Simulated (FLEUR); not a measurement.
ZrSe2: band structure with LDA

**The experiment to reproduce.**

“Stress-Tuned Optical Transitions in Layered 1T-MX2 (M= Hf, Zr, Sn; X= S, Se) Crystals”, 2022, arxiv:2210.12074 quotes, for a bulk crystal of ZrSe2: band gap 1.2 eV (indirect).

ZrSe2:

```
CELL_PARAMETERS angstrom
3.79800 0.00000 0.00000
-1.89900 3.28916 0.00000
0.00000 0.00000 6.19200
ATOMIC_POSITIONS crystal
Zr 0.00000 0.00000 0.00000
Se 0.66667 0.33333 0.75000
Se 0.33333 0.66667 0.25000
```

| Item | Value |
| --- | --- |
| Program | FLEUR MaX-R8.1 (later development tree) |
| Task | band structure |
| Functional | LDA |
| Potentials or basis | all-electron |
| Basis | FLAPW |
| Kmax | 4.54 1/bohr |
| k mesh | 6 × 6 × 4 |
| Occupations | fermi-dirac, width 0.05 eV |
| Spin | spin-orbit coupling, no magnetisation |
| Gmax | 14.1 1/bohr |
| Muffin-tin radii | Zr 2.54, Se 2.16 bohr |
| lmax | Zr 10, Se 9 |
| Local orbitals a species | Zr 5, Se 4 |
| Max iterations | 60 |
| Mixing factor | 0.05 |
| Mixer | Anderson |
| Mixer history | 15 |
| Density convergence | 1e-05 me/bohr^3 |

```yaml
Band_gap_on_the_k_mesh: 0.15 eV, indirect (least direct gap 0.83 eV)
Band_gap_along_the_path: 0.15 eV, indirect (least direct gap 0.83 eV)
Valence_electrons_inside_the_program's_atomic_spheres: Zr 9.72; Se 13.83 (radii Zr 2.54, Se 2.16 bohr)
```

Levels at the corners of the path, in eV from the valence-band top:
```
point  band 41  band 42  band 43  band 44  band 45  band 46  band 47  band 48
    Γ    -0.03    -0.03     0.00     0.00     0.83     0.83     0.84     0.84
    M    -2.31    -2.31    -1.48    -1.48     0.35     0.35     2.29     2.29
    K    -2.45    -2.45    -1.88    -1.88     1.46     1.46     2.34     2.34
    Γ    -0.03    -0.03     0.00     0.00     0.83     0.83     0.84     0.84
    A    -0.50    -0.50    -0.20    -0.20     0.80     0.80     0.81     0.81
    L    -1.31    -1.31    -0.99    -0.99     0.15     0.15     2.28     2.28
    H    -2.16    -2.16    -2.12    -2.12     1.53     1.53     1.94     1.94
    A    -0.50    -0.50    -0.20    -0.20     0.80     0.80     0.81     0.81
    L    -1.31    -1.31    -0.99    -0.99     0.15     0.15     2.28     2.28
    M    -2.31    -2.31    -1.48    -1.48     0.35     0.35     2.29     2.29
    K    -2.45    -2.45    -1.88    -1.88     1.46     1.46     2.34     2.34
    H    -2.16    -2.16    -2.12    -2.12     1.53     1.53     1.94     1.94
```

Core levels (eV from the Fermi level):
| atom | levels |
| --- | --- |
| 1 Zr | 1s1/2 -17786.3, 2s1/2 -2460.4, 2p1/2 -2253.5, 2p3/2 -2167.8, 3s1/2 -398.5, 3p1/2 -321.4, 3p3/2 -307.8, 3d3/2 -171.4, 3d5/2 -168.9 |
| 2 Se | 1s1/2 -12473.3, 2s1/2 -1597.8, 2p1/2 -1434.2, 2p3/2 -1392.5, 3s1/2 -206.4, 3p1/2 -150.4, 3p3/2 -144.6 |
| 3 Se | 1s1/2 -12473.3, 2s1/2 -1597.8, 2p1/2 -1434.2, 2p3/2 -1392.5, 3s1/2 -206.4, 3p1/2 -150.4, 3p3/2 -144.6 |

Run time: 6.7 min on 1 thread of Arm Neoverse V2 (shared host), peak memory 0.23 GiB.

A measured gap of ZrSe2 is 1.2 eV (indirect; quoted in “Stress-Tuned Optical Transitions in Layered 1T-MX2 (M= Hf, Zr, Sn; X= S, Se) Crystals”, 2022, arxiv:2210.12074); the calculated 0.15 eV misses it by -1.05 eV. So large a miss can be the level of theory's own, or it may mean another phase, state or a wrong row. The value is that of LDA, without temperature or zero-point motion. Semilocal functionals fall short of measured gaps as a rule.

Caveat: spin-orbit coupling is added in second variation on a limited number of bands.
